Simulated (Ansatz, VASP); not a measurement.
Two plane-wave programs on BAs

Contents of INCAR:

```
SYSTEM = BAs
PREC = Accurate
ENCUT = 520
EDIFF = 1E-7
ISMEAR = 0
SIGMA = 0.05
LREAL = .False.
LASPH = .True.
NELM = 100
ALGO = Normal
ISIF = 2
LWAVE = .False.
LCHARG = .False.
GGA = PE
NBANDS = 11
```

File KPOINTS:

```
regular mesh
0
Gamma
  10 10 10
  0 0 0
```

File POSCAR:

```
BAs
1.0
    0.0000000000      2.5005876081      2.4044111616
    2.5005876081      0.0000000000      2.4044111616
    2.5005876081      2.5005876081      0.0000000000
B As
1 1
Direct
    0.0000000000      0.0000000000      0.0000000000
    0.7500000000      0.7500000000      0.7500000000
```

Input for Ansatz:

```yaml
crystal:
  lattice:
    - [0.0, 2.5005876081, 2.4044111616]
    - [2.5005876081, 0.0, 2.4044111616]
    - [2.5005876081, 2.5005876081, 0.0]
  atoms:
    - { symbol: B, position: [0.0, 0.0, 0.0] }
    - { symbol: As, position: [0.75, 0.75, 0.75] }
basis:
  ecutwfc: 420
kpoints:
  mp_grid: { grid: [10, 10, 10] }
hamiltonian:
  xc: pbe
scf:
  occupations: { method: gaussian, width: 0.05 }
output:
  forces: true
  stress: true
  eigenvalues: true
```

Change from the starting cell: strain +0.040 along x and y, +0.000 along z, atoms carried along.

Alike in both runs: task single point; functional PBE; k mesh 10 × 10 × 10; occupations gaussian, width 0.05 eV; no spin polarisation.

```csv
,VASP,Ansatz
version,VASP 6.6.1,Ansatz 0.2.0
potentials or method,"VASP PAW PBE potentials, release 64 (B, As)","scalar-relativistic, plane waves, PAW"
plane-wave cutoff (eV),520,420
valence electrons in the cell,8,18
```

VASP gave:

* gap on the k mesh at the Fermi level (eV): 0.73
* least direct gap on the mesh (eV): 2.77
* pressure (GPa): -8.3
* largest component of the traceless stress (GPa): 4.63

Task: Estimate Ansatz's values.

Result: gap on the k mesh at the Fermi level (eV): 0.74; least direct gap on the mesh (eV): 2.78; pressure (GPa): -8.7; largest component of the traceless stress (GPa): 4.65.

The two sets of potentials don't hold the same shells in valence.

A k mesh can miss the band edges.
